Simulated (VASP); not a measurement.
Write the native input for VASP 6.6.1 that does the following.

* Task: Wannier functions by SCDM
* Functional: PBE
* Potentials or basis: VASP PAW PBE potentials, release 64 (Mg, B)
* Cutoff: 520 eV
* k mesh: 5 × 5 × 4
* Occupations: gaussian, width 0.02 eV
* Spin: no spin polarisation
* Further INCAR settings: ALGO = Normal; EDIFF = 1e-06; ISYM = -1

The system is MgB2.

```
Mg B
1.0
     3.08500    0.00000    0.00000
    -1.54250    2.67169    0.00000
     0.00000    0.00000    3.52300
Mg B
1 2
Cartesian
  0.0000 0.0000 0.0000
  1.5425 0.8906 1.7615
  0.0000 1.7811 1.7615
```

These files were run (other wordings do the same):

POSCAR

```
MgB2
1.0
    3.0850000000      0.0000000000      0.0000000000
   -1.5425000000      2.6716883707      0.0000000000
    0.0000000000      0.0000000000      3.5230000000
Mg B
1 2
Direct
    0.0000000000      0.0000000000      0.0000000000
    0.6666666667      0.3333333333      0.5000000000
    0.3333333333      0.6666666667      0.5000000000
```

INCAR.step1

```
SYSTEM = MgB2
PREC = Accurate
ENCUT = 520
EDIFF = 1E-6
ISMEAR = 0
SIGMA = 0.02
LREAL = .FALSE.
LASPH = .TRUE.
NELM = 80
ALGO = Normal
ISIF = 2
LWAVE = .TRUE.
LCHARG = .TRUE.
GGA = PE
```

INCAR.step2

```
SYSTEM = MgB2
PREC = Accurate
ENCUT = 520
EDIFF = 1E-6
ISMEAR = 0
SIGMA = 0.02
LREAL = .FALSE.
LASPH = .TRUE.
NELM = 80
ALGO = Normal
ISIF = 2
LWAVE = .FALSE.
LCHARG = .FALSE.
GGA = PE
ISTART = 1
ICHARG = 11
ISYM = -1
NUM_WANN = 4
LSCDM = .TRUE.
```

KPOINTS

```
regular mesh
0
G
  5 5 4
  0 0 0
```

KPOINTS_OPT

```
path GMKGALHA,LM,KH
12
line-mode
reciprocal
 0.0000000000  0.0000000000  0.0000000000  G
 0.5000000000  0.0000000000  0.0000000000  M

 0.5000000000  0.0000000000  0.0000000000  M
 0.3333333333  0.3333333333  0.0000000000  K

 0.3333333333  0.3333333333  0.0000000000  K
 0.0000000000  0.0000000000  0.0000000000  G

 0.0000000000  0.0000000000  0.0000000000  G
 0.0000000000  0.0000000000  0.5000000000  A

 0.0000000000  0.0000000000  0.5000000000  A
 0.5000000000  0.0000000000  0.5000000000  L

 0.5000000000  0.0000000000  0.5000000000  L
 0.3333333333  0.3333333333  0.5000000000  H

 0.3333333333  0.3333333333  0.5000000000  H
 0.0000000000  0.0000000000  0.5000000000  A

 0.5000000000  0.0000000000  0.5000000000  L
 0.5000000000  0.0000000000  0.0000000000  M

 0.3333333333  0.3333333333  0.0000000000  K
 0.3333333333  0.3333333333  0.5000000000  H
```

KPOINTS_WAN

```
path GMKGALHA,LM,KH
12
line-mode
reciprocal
 0.0000000000  0.0000000000  0.0000000000  G
 0.5000000000  0.0000000000  0.0000000000  M

 0.5000000000  0.0000000000  0.0000000000  M
 0.3333333333  0.3333333333  0.0000000000  K

 0.3333333333  0.3333333333  0.0000000000  K
 0.0000000000  0.0000000000  0.0000000000  G

 0.0000000000  0.0000000000  0.0000000000  G
 0.0000000000  0.0000000000  0.5000000000  A

 0.0000000000  0.0000000000  0.5000000000  A
 0.5000000000  0.0000000000  0.5000000000  L

 0.5000000000  0.0000000000  0.5000000000  L
 0.3333333333  0.3333333333  0.5000000000  H

 0.3333333333  0.3333333333  0.5000000000  H
 0.0000000000  0.0000000000  0.5000000000  A

 0.5000000000  0.0000000000  0.5000000000  L
 0.5000000000  0.0000000000  0.0000000000  M

 0.3333333333  0.3333333333  0.0000000000  K
 0.3333333333  0.3333333333  0.5000000000  H
```

Potentials or basis: VASP PAW PBE potentials, release 64 (Mg, B).

The run is started by

```console
$ cat potpaw_PBE.64/Mg/POTCAR potpaw_PBE.64/B/POTCAR > POTCAR
$ cp INCAR.step1 INCAR
$ mpirun -np 1 vasp_std > vasp.out
$ cp INCAR.step2 INCAR
$ mpirun -np 1 vasp_std > vasp.out
```

Results of the run:

```json
{"Band gap along the path": "none (metal or under the smearing width)"}
```

Caveat: the k mesh is coarse (spacing up to 0.47 Å⁻¹), so the values aren't converged.

Run time: 13 s on 1 thread of Intel(R) Xeon(R) 6975P-C (Granite Rapids), with other jobs on the host, peak memory 0.17 GiB.
